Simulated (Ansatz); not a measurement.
# GaN under pressure

The calculation used DFT r2SCAN, scalar-relativistic, plane waves, PAW in Ansatz 0.2.0. (500 eV cutoff, 12×12×6 k-mesh, Gaussian smearing of 0.02 eV, no spin polarisation)

Starting point, cell and atoms relaxed:

```
CELL_PARAMETERS angstrom
3.18310 0.00000 0.00000
-1.59155 2.75664 0.00000
0.00000 0.00000 5.18358
ATOMIC_POSITIONS crystal
Ga 0.66667 0.33333 0.49911
Ga 0.33333 0.66667 0.99911
N 0.66667 0.33333 0.87589
N 0.33333 0.66667 0.37589
```

Cell and atoms are relaxed at each pressure within the symmetry of the start, at zero temperature, so transitions that lower the symmetry aren't seen. The k-mesh given is that at zero pressure and may differ at others. a, b and c are the lengths of the cell vectors above. Gaps are generalised Kohn–Sham gaps over the whole zone.

| P (GPa) | V (Å³/atom) | V/V0 | a (Å) | b (Å) | c (Å) |
| --- | --- | --- | --- | --- | --- |
| -3 | 11.55 | 1.016 | 3.200 | 3.200 | 5.211 |
| 0 | 11.37 | 1.000 | 3.183 | 3.183 | 5.184 |
| 3 | 11.20 | 0.985 | 3.167 | 3.167 | 5.158 |
| 8 | 10.95 | 0.963 | 3.143 | 3.143 | 5.119 |
| 15 | 10.64 | 0.936 | 3.114 | 3.114 | 5.071 |
| 30 | 10.10 | 0.888 | 3.060 | 3.060 | 4.984 |
| 60 | 9.31 | 0.819 | 2.977 | 2.977 | 4.856 |

Problem. What bulk modulus and pressure derivative fit these points?

Solution. A third-order Birch–Murnaghan fit gives B0 = 198 GPa and B0' = 4.2.

Problem. What does pressure do to the gap?

Solution. The gaps are 2.24 eV at -3 GPa, 2.35 eV at 0 GPa, 2.45 eV at 3 GPa, 2.61 eV at 8 GPa, 2.81 eV at 15 GPa, 3.17 eV at 30 GPa, 3.72 eV at 60 GPa.